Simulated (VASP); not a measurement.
Calculation: r2SCAN meta-GGA, VASP's PBE PAW potentials (set 64) (plane waves; VASP).

VASP ran on this input.

### POSCAR
```
BaF2
1.0
  0.0000000000   3.1136563825   3.1136563825
  3.1136563825   0.0000000000   3.1136563825
  3.1136563825   3.1136563825   0.0000000000
Ba F
1 2
Direct
  0.0000000000   0.0000000000   0.0000000000
  0.2500000000   0.2500000000   0.2500000000
  0.7500000000   0.7500000000   0.7500000000
```

### INCAR
```
EDIFF = 1E-5
ISIF = 2   # forces and stress, cell fixed
LASPH = .TRUE.
LMAXMIX = 4   # l cut-off of mixed one-centre charges
ALGO = Normal
METAGGA = R2SCAN
ISMEAR = 0   # Gaussian
LMIXTAU = .TRUE.
LCHARG = .FALSE.
EDIFFG = -0.03   # ionic stop
SIGMA = 0.05
NELM = 100
PREC = Normal
SYSTEM = BaF2
LREAL = .FALSE.
LWAVE = .FALSE.
IBRION = 2
NSW = 20   # most ionic steps
ENCUT = 450   # plane-wave cut-off (eV)
NELMIN = 4
```

File KPOINTS:
```
Automatic
0
gamma
  8 8 8
```

POTCAR, in this order: Ba_sv F (PBE.64 set). Program: vasp_std.

What VASP printed:

**OSZICAR**
```
       N       E                     dE             d eps       ncg     rms          rms(c)
DAV:   1     0.117310611510E+03    0.11731E+03   -0.12754E+04   928   0.128E+03
DAV:   2    -0.481841494229E+02   -0.16549E+03   -0.15988E+03  1168   0.290E+02
DAV:   3    -0.541464993863E+02   -0.59623E+01   -0.59557E+01  1288   0.633E+01
DAV:   4    -0.542094111235E+02   -0.62912E-01   -0.62901E-01  1112   0.584E+00
DAV:   5    -0.542118923372E+02   -0.24812E-02   -0.24812E-02  1400   0.675E-01    0.782E+00
DAV:   6    -0.461415892999E+02    0.80703E+01   -0.41426E+00  1264   0.177E+01    0.350E+00
DAV:   7    -0.446377970517E+02    0.15038E+01   -0.16884E+00   976   0.138E+01    0.215E+00
DAV:   8    -0.482782562494E+02   -0.36405E+01   -0.11152E+00   968   0.124E+01    0.868E-01
DAV:   9    -0.446634557734E+02    0.36148E+01   -0.55720E-01   928   0.653E+00    0.995E-01
DAV:  10    -0.450247695206E+02   -0.36131E+00   -0.32165E-01   936   0.517E+00    0.232E-01
DAV:  11    -0.449297784095E+02    0.94991E-01   -0.33107E-02   928   0.181E+00    0.243E-01
DAV:  12    -0.450691288286E+02   -0.13935E+00   -0.89885E-02   928   0.313E+00    0.150E-01
DAV:  13    -0.450727473075E+02   -0.36185E-02   -0.15926E-03  1160   0.429E-01    0.943E-02
DAV:  14    -0.450756584525E+02   -0.29111E-02   -0.17043E-03   944   0.380E-01    0.196E-02
DAV:  15    -0.450749696423E+02    0.68881E-03   -0.15730E-04  1048   0.153E-01    0.137E-02
DAV:  16    -0.450757601727E+02   -0.79053E-03   -0.17552E-04   928   0.154E-01    0.175E-02
DAV:  17    -0.450757140194E+02    0.46153E-04   -0.87724E-05   952   0.133E-01    0.126E-02
DAV:  18    -0.450757248392E+02   -0.10820E-04   -0.15922E-06   824   0.112E-02    0.980E-03
DAV:  19    -0.450757316579E+02   -0.68188E-05   -0.41419E-06   712   0.217E-02
   1 F= -.45075732E+02 E0= -.45075732E+02  d E =-.450757E+02
```

OUTCAR:
```
------------------------ aborting loop because EDIFF is reached ----------------------------------------
  FORCE on cell =-STRESS in cart. coord.  units (eV):
  Direction    XX          YY          ZZ          XY          YZ          ZX
  --------------------------------------------------------------------------------------
  Total       -0.4911373     -0.4911373     -0.4911373      0.0000000      0.0000000      0.0000000
  in kB      -13.0338123    -13.0338123    -13.0338123      0.0000000      0.0000000      0.0000000
  external PRESSURE =     -13.0338123 kB  Pullay stress =       0.0000000 kB
  volume of cell :       60.37
      direct lattice vectors                 reciprocal lattice vectors
     0.000000000  3.113656382  3.113656382    -0.160582909  0.160582909  0.160582909
     3.113656382  0.000000000  3.113656382     0.160582909 -0.160582909  0.160582909
     3.113656382  3.113656382  0.000000000     0.160582909  0.160582909 -0.160582909
 POSITION                                       TOTAL-FORCE (eV/Angst)
 -----------------------------------------------------------------------------------
      0.00000      0.00000      0.00000         0.000000      0.000000     -0.000000
      1.55683      1.55683      1.55683        -0.000000     -0.000000      0.000000
      4.67048      4.67048      4.67048         0.000000      0.000000     -0.000000
 -----------------------------------------------------------------------------------
    total drift:                               -0.000000      0.000000      0.000000
  FREE ENERGIE OF THE ION-ELECTRON SYSTEM (eV)
  ---------------------------------------------------
  free  energy   TOTEN  =       -45.0757316579 eV

  energy  without entropy=      -45.0757316579  energy(sigma->0) =      -45.07573166

 reached required accuracy - stopping structural energy minimisation
```
(Selected blocks of OUTCAR.)

### OUTCAR
```
 val. band max:       -2.6467534823   @ k =  -0.2500   0.2500   0.0000

 cond. band min:       4.6328486026   @ k =   0.0000   0.0000   0.0000


 Fermi energy:        -2.3569126126

 k-point     1 :       0.0000    0.0000    0.0000
  band No.  band energies     occupation
      1     -26.3159      2.00000
      2     -22.7084      2.00000
      3     -22.5990      2.00000
      4     -10.6871      2.00000
      5     -10.6871      2.00000
      6     -10.6871      2.00000
      7      -4.0848      2.00000
      8      -4.0847      2.00000
      9      -4.0847      2.00000
     10      -2.7232      2.00000
     11      -2.7230      2.00000
     12      -2.7230      2.00000
     13       4.6328      0.00000
     14       7.2060      0.00000
     15       7.2060      0.00000
     16       9.5110      0.00000

 k-point     2 :       0.1250    0.0000    0.0000
  band No.  band energies     occupation
      1     -26.2829      2.00000
      2     -22.7202      2.00000
      3     -22.6349      2.00000
      4     -10.7149      2.00000
      5     -10.7104      2.00000
      6     -10.7104      2.00000
      7      -4.0206      2.00000
      8      -4.0204      2.00000
      9      -3.9270      2.00000
     10      -2.8254      2.00000
     11      -2.7429      2.00000
     12      -2.7427      2.00000
     13       4.9739      0.00000
     14       7.1881      0.00000
     15       7.1881      0.00000
     16       9.3223      0.00000

 k-point     3 :       0.2500    0.0000    0.0000
  band No.  band energies     occupation
      1     -26.2004      2.00000
      2     -22.7766      2.00000
      3     -22.7117      2.00000
      4     -10.7760      2.00000
      5     -10.7653      2.00000
      6     -10.7653      2.00000
      7      -3.8731      2.00000
      8      -3.8729      2.00000
      9      -3.5472      2.00000
     10      -3.0400      2.00000
     11      -2.7850      2.00000
     12      -2.7849      2.00000
     13       5.7628      0.00000
...
```

At this cut-off the stress carries a Pulay error, which pulls relaxed volumes low. Unless said otherwise, spin-orbit coupling is left out, though it shifts the bands of the heavy elements here.

The compound is BaF2 in the fluorite structure. It was relaxed first.
